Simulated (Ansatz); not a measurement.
This is a single-point calculation with Ansatz 0.2.0 on zincblende SnSe; the level of theory is HSE06. The cell was relaxed with r2SCAN and then strained (xy shear, engineering strain (angle) -5.96 %), with the atoms relaxed again with r2SCAN; k points keep the names of the unstrained zone.

Input (YAML):
```yaml
crystal:
  lattice:
    - [-0.100246732, 3.3639842963, 3.3639842963]
    - [3.3639842963, -0.100246732, 3.3639842963]
    - [3.2637375643, 3.2637375643, 0.0]
  atoms:
    - { symbol: Sn, position: [-0.0057375899, -0.0057375899, 0.0057375899] }
    - { symbol: Se, position: [0.2557375899, 0.2557375899, 0.2442624101] }
kpoints:
  mp_grid: { grid: [4, 4, 4] }
  band_path:
    path:
      - [0.0, 0.0, 0.0]
      - [-0.5, -0.5, 0.0]
      - [-0.375, -0.375, 0.25]
      - [-0.375, 0.0, 0.375]
      - [0.0, 0.0, 0.5]
      - [-0.5, -0.25, 0.25]
    npoints: 1
hamiltonian:
  xc: hse06
scf:
  occupations: { method: fermi_dirac, width: 0.02 }
  n_extra_bands: 4
output:
  forces: true
  stress: true
  eigenvalues: true
```

Question: What does the program print?

Answer: Abridged output:
```
Functional definition: HSE06
Crystal: 2 atoms, lattice volume = 76.069 Å³
Basis set: ecut = 420 eV, 1469 PW (Γ)
Bands: 19, of which v1, the nominal top of the filled ones, is band 15 counted from 1 (14 counted from 0)
Symmetry: 4 space group operations
Space group: Imm2 (ITA 44)
k-points: 18 of 64 (time reversal used)
[warm-up without exact exchange]
SCF iter   1: HF=-11493.712889 eV  Δρ=1.71e-3  dr2=4.53e-3
SCF iter   2: HF=-11493.712899 eV  Δρ=8.53e-4  dr2=1.18e-3
SCF iter   3: HF=-11493.713218 eV  Δρ=1.86e-4  dr2=6.37e-5
SCF iter   4: HF=-11493.713267 eV  Δρ=7.69e-5  dr2=7.97e-6
SCF iter   5: HF=-11493.713268 eV  Δρ=2.02e-5  dr2=4.10e-7
SCF iter   6: HF=-11493.713269 eV  Δρ=8.55e-6  dr2=6.54e-8
SCF iter   7: HF=-11493.713269 eV  Δρ=3.07e-6  dr2=8.39e-9
SCF iter   8: HF=-11493.713269 eV  Δρ=1.07e-6  dr2=1.58e-9
SCF iter   9: HF=-11493.713269 eV  Δρ=3.69e-7  dr2=1.26e-10
SCF 1 converged in 9 iterations: F = -11493.713269 eV  dr2 = 1.26e-10
[exact exchange on]
Exchange kernel: α = 0.2500, screened, ω = 0.2079 Å⁻¹, Wigner–Seitz truncation, v(0) = 1042.0937 eV·Å³, q-mesh 4×4×4
SCF iter   1: HF=-11499.117488 eV  Δρ=4.60e-3  dr2=3.32e-2
preconditioner: auto → none  [insulator: Δε(μ)=0.313 eV  σ=0.020 eV  ℏωp=13.5 eV]
SCF iter   2: HF=-11499.111282 eV  Δρ=2.39e-3  dr2=2.94e-3
SCF iter   3: HF=-11499.111719 eV  Δρ=1.16e-3  dr2=6.76e-4
SCF iter   4: HF=-11499.111659 eV  Δρ=3.47e-4  dr2=2.54e-4
SCF iter   5: HF=-11499.111568 eV  Δρ=4.09e-5  dr2=2.02e-6
SCF 2 stopped early in 5 iterations: F = -11499.111566 eV  dr2 = 2.02e-6
hybrid outer 1: dexx = +9.363e-3 eV, tail = 8.99e-5 eV
SCF iter   1: HF=-11499.111505 eV  Δρ=5.39e-5  dr2=1.40e-6
SCF iter   2: HF=-11499.111507 eV  Δρ=3.34e-5  dr2=6.06e-7
SCF iter   3: HF=-11499.111507 eV  Δρ=1.08e-5  dr2=7.09e-8
SCF iter   4: HF=-11499.111507 eV  Δρ=4.54e-6  dr2=9.22e-9
SCF iter   5: HF=-11499.111507 eV  Δρ=2.01e-6  dr2=5.42e-9
SCF iter   6: HF=-11499.111507 eV  Δρ=1.32e-7  dr2=1.09e-11
SCF 3 converged in 6 iterations: F = -11499.111507 eV  dr2 = 1.09e-11
hybrid outer 2: dexx = +7.250e-7 eV, tail = 1.50e-8 eV, Δε = 5.24e-3 eV, ΔF = 1.61e-3 eV/Å
NSCF: frozen V_eff on 6 k-points
Free energy (F): -11499.111507 eV
Internal energy: -11499.111496 eV  (E = F + TS)
E sigma→0 (E₀):  -11499.111501 eV
Entropy (-TS):   -0.000011 eV (-0.005 meV/atom)
Fermi energy:    5.493800 eV
--- Forces (eV/Å), atoms counted from 1 ---
  atom   1  Sn      0.00000      0.00000      0.04039
  atom   2  Se      0.00000      0.00000    -0.04036
--- Stress (GPa, compression-positive) ---
        0.053063      -0.748144       0.000000
       -0.748144       0.053063       0.000000
        0.000000       0.000000      -0.080716
  P = ⅓ Tr σ = 0.0085 GPa (0.085 kbar)
--- Band table (eV; the first three rows and the last of 18) ---
  k-point 0: bands = […, -18.7302, -9.3789, -0.4361, 2.5419, 2.6440, 2.7688, 7.1002, 7.2592, 7.3863, 10.6305]
  k-point 1: bands = […, -18.7297, -9.1209, -1.6336, 2.2266, 2.3397, 2.9848, 7.5859, 7.6790, 7.8686, 12.0739]
  k-point 2: bands = […, -18.7288, -8.8178, -2.5930, 1.9709, 2.0652, 2.7727, 7.9342, 7.9987, 9.3162, 12.1154]
  k-point 17: bands = […, -18.7298, -8.6630, -2.9543, 1.1536, 1.5279, 4.4850, 5.8019, 10.2785, 10.4886, 11.4490]
```
Only the leading digits can be foreseen; the rest is this run's record.

The rows of the band table are 0: (0, 0, 0) = Γ, 1: (0, 0, 1/4), 2: (0, 0, -1/2) = L, 17: (-1/2, -1/2, 0) = X.

The file bands.tsv (bands near the Fermi energy, numbered from 0, rounded):
```tsv
# k_distance	band_10	band_11	band_12	band_13	band_14	band_15	band_16	band_17	band_18
# fermi_ev = 5.493801
# [0, 0, 0] at k_distance = 0.000000
# [-0.5, -0.5, 0] at k_distance = 0.933890
# [-0.375, -0.375, 0.25] at k_distance = 1.274212
# [-0.375, 0, 0.375] at k_distance = 1.835252
# [0, 0, 0.5] at k_distance = 2.396292
# [-0.5, -0.25, 0.25] at k_distance = 3.057092
# levels_relative_to = fermi_ev
0.000	-14.873	-5.930	-2.952	-2.850	-2.725	1.606	1.765	1.892	5.137
0.934	-14.157	-8.448	-4.340	-3.966	-1.009	0.308	4.785	4.995	5.955
1.274	-14.152	-8.363	-4.571	-4.099	-0.970	1.736	3.656	4.168	5.569
1.835	-14.166	-8.376	-4.643	-3.942	-0.701	1.385	3.647	4.183	5.580
2.396	-14.312	-8.087	-3.523	-3.429	-2.721	2.440	2.505	3.822	6.622
3.057	-14.150	-8.399	-4.511	-4.347	-0.200	1.948	2.409	4.358	5.835
```
In order the rows are Γ, X, U, K, L, W.

The HSE06 gap is indirect, 0.31 eV (W (1/4, -1/4, -1/2) to X (0, -1/2, -1/2)), below the direct gap of 1.04 eV at X (0, -1/2, -1/2). The mean stress is close to zero (0.0 GPa). (The program warns that its thresholds are loose for a hybrid's stress.) The largest force is 0.04 eV/Å.

Spin-unpolarised throughout. Whether this structure exists isn't addressed.

No spin-orbit coupling is included; it can move band edges with weight on the heavy atoms by tenths of an eV.

The meshes of the hybrids are coarse, so their gaps aren't converged to the digits shown.
